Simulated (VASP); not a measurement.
Input of a VASP 6.6.1 run:

The input INCAR:

```
ALGO = Normal
EDIFF = 1E-6
EDIFFG = -0.005
ENCUT = 600
GGA = PE
IBRION = 2
ISIF = 3
ISMEAR = -1
IVDW = 11
LASPH = True
LCHARG = False
LREAL = False
LWAVE = False
NELM = 80
NSW = 60
PREC = Accurate
SIGMA = 0.05
```

The input KPOINTS:

```
k-points
0
Gamma
  8 8 8
```

Contents of POSCAR:

```
Sr
1.0
   -3.7063582770      3.7063582770      2.0208764669
    3.7063582770     -3.7063582770      2.0208764669
    3.7063582770      3.7063582770     -2.0208764669
Sr
2
Direct
    0.0000000000      0.0000000000      0.0000000000
    0.7500000000      0.2500000000      0.5000000000
```

Potentials or basis: VASP PAW PBE potentials, release 64 (Sr_sv).

Run with:

```console
$ cat potpaw_PBE.64/Sr_sv/POTCAR > POTCAR
$ mpirun -np 1 vasp_std > vasp.out
```

**Question.** Estimate the band gap on the k mesh.

**Answer.** None (metal or under the smearing width).

**Question.** What does it give for the space group after relaxing (to 0.05 Å)?

**Answer.** I4_1/amd (No. 141).

**Question.** Estimate the dispersion energy per atom.

**Answer.** -0.176 eV.

**Question.** What does it give for the relaxed volume?

**Answer.** 52.71 Å³/atom.

Final structure:
```xyz
2
Lattice="-3.6546 3.6546 1.9734 3.6546 -3.6546 1.9734 3.6546 3.6546 -1.9734" Properties=species:S:1:pos:R:3 pbc="T T T"
Sr    0.0000    0.0000    0.0000
Sr    0.0000    3.6546    0.9867
```

Caveat: pairwise dispersion overbinds metals, which lowers pressure and volume.
